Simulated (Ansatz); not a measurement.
Input and command of a calculation in Ansatz (plane waves; scalar-relativistic PAW potentials unless the input names others):

```yaml
crystal:
  lattice:
    - [0.0, 2.986124778, 2.986124778]
    - [2.986124778, 0.0, 2.986124778]
    - [2.986124778, 2.986124778, 0.0]
  atoms:
    - { symbol: Pb, position: [0.0, 0.0, 0.0] }
    - { symbol: F, position: [0.25, 0.25, 0.25] }
    - { symbol: F, position: [0.75, 0.75, 0.75] }
basis:
  ecutwfc: 420
kpoints:
  mp_grid: { grid: [8, 8, 8] }
hamiltonian:
  xc: pbe
  hubbard: { sites: [{ species: Pb, l: p, u_eff: -5.0 }] }
scf:
  occupations: { method: gaussian, width: 0.02 }
  max_iter: 80
output:
  forces: true
  eigenvalues: true
  stress: true
```

```bash
ansatz run input.yaml --threads 1 --pin off --max-ram 1331MiB --backend cpu --events-out ev --progress --plain --runs-dir out
```

Abridged log:
```
Pb: projections on atomic orbitals take those of the free atom [Xe 4f14] 5d10 6s2 6p2, of charge +0.00 (hamiltonian.pseudopotentials.projection_atoms); the dataset's partial waves leave at most 2.1e-5 of an orbital's norm unspanned inside its sphere
F: projections on atomic orbitals take those of the free atom [He] 2s2 2p5, of charge +0.00 (hamiltonian.pseudopotentials.projection_atoms); the dataset's partial waves leave at most 1.6e-8 of an orbital's norm unspanned inside its sphere
Pseudopotentials: kind: paw
Pseudopotential: Pb, paw, valence charge 14, recommended cutoff 420 eV (normal)
Pseudopotential: F, paw, valence charge 7, recommended cutoff 420 eV (normal)
Functional definition: PBE
Crystal: 3 atoms, lattice volume = 53.254 Å³
Basis set: ecut = 420 eV, 1037 PW (Γ), exchange–correlation on 60×60×60 points (8 copies of the dense FFT grid, shifted against one another)
Bands: 18, of which v1, the nominal top of the filled ones, is band 14 counted from 1 (13 counted from 0)
Symmetry: 48 space group operations
Space group: Fm-3m (ITA 225), of the structure as read, at distance tolerance 3.8e-5 Å
k-points: 29 of 512
Initial density: superposition of atomic densities (chi_scale 0.1, normalization cell, long waves of neutral atoms under a Hubbard term (reshape's long-wave potential 0.01 eV rms, cloud 2.03 Å wide))
Initial wavefunctions: pseudopotential atomic-orbital guess
Functional: x = pbe(κ = 0.804, μ = 0.21951497), c = pbe(β = 0.06672455)
SCF iter   1: F=—  HF=-13528.086464 eV  |F-HF|=—  |Δ(HF+E_count)|=         —  Δρ=8.30e-2  dr2=3.11e0  ethr=3.10e-3  ⟨swp⟩=5.9  Hψ=2583  notcnv=0
SCF iter   2: F=—  HF=-13527.228976 eV  |F-HF|=—  |Δ(HF+E_count)|=   8.57e-1  Δρ=5.50e-2  dr2=1.20e0  ethr=3.10e-3  ⟨swp⟩=3.0  Hψ=1391  notcnv=0
SCF iter   3: F=—  HF=-13526.858212 eV  |F-HF|=—  |Δ(HF+E_count)|=   3.71e-1  Δρ=1.36e-2  dr2=5.44e-2  ethr=3.10e-3  ⟨swp⟩=2.2  Hψ=1131  notcnv=0
SCF iter   4: F=—  HF=-13526.822748 eV  |F-HF|=—  |Δ(HF+E_count)|=   3.55e-2  Δρ=3.13e-3  dr2=2.69e-3  ethr=1.94e-4  ⟨swp⟩=3.8  Hψ=1283  notcnv=0
SCF iter   5: F=—  HF=-13526.821166 eV  |F-HF|=—  |Δ(HF+E_count)|=   1.58e-3  Δρ=3.67e-4  dr2=2.66e-5  ethr=9.60e-6  ⟨swp⟩=2.0  Hψ=842  notcnv=0
SCF iter   6: F=—  HF=-13526.821192 eV  |F-HF|=—  |Δ(HF+E_count)|=   2.68e-5  Δρ=7.43e-5  dr2=2.47e-6  ethr=9.51e-8  ⟨swp⟩=2.6  Hψ=907  notcnv=0
SCF iter   7: F=-13526.821192 eV  HF=-13526.821192 eV  |F-HF|=1.23e-8  |Δ(HF+E_count)|=   5.15e-7  Δρ=6.15e-6  dr2=2.07e-8  ethr=3.57e-10  ⟨swp⟩=4.1  Hψ=2896  notcnv=0
SCF 1 converged in 7 iterations: F = -13526.821192 eV  dr2 = 2.07e-8
SCF converged after 7 iterations
Free energy (F): -13526.821192 eV
Harris-Foulkes:  -13526.821192 eV  (|F-HF|=1.23e-8)
Internal energy: -13526.821192 eV  (E = F + TS)
E sigma→0 (E₀):  -13526.821192 eV
Fermi energy:    6.048592 eV
--- Forces (eV/Å), atoms counted from 1 ---
  atom   1  Pb     0.00000000     0.00000000     0.00000000
  atom   2  F      0.00000000     0.00000000     0.00000000
  atom   3  F      0.00000000     0.00000000     0.00000000
--- Stress (GPa, compression-positive) ---
       -1.070696       0.000000       0.000000
        0.000000      -1.070696       0.000000
        0.000000       0.000000      -1.070696
  P = ⅓ Tr σ = -1.0707 GPa (-10.707 kbar)
Occupation matrices written to <dir>
```

**Question.** What should be changed?

**Answer.** The fault is an enormous or negative U (hamiltonian.hubbard: not typed → {"sites": [{"species": "Pb", "l": "p", "u_eff": -5.0}]}, the first being the value of the sound run). Setting it back cures it. The run converged all the same, with an energy at zero smearing 704 meV/atom below the reference's (the Hamiltonian itself differs), pressure -1.07 GPa, largest force 0.000 eV/Å, gap on the mesh 3.28 eV, so convergence alone doesn't show that an input is right. A reference run from the same start on usual settings converged with pressure 0.98 GPa, largest force 0.000 eV/Å, gap on the mesh 4.42 eV.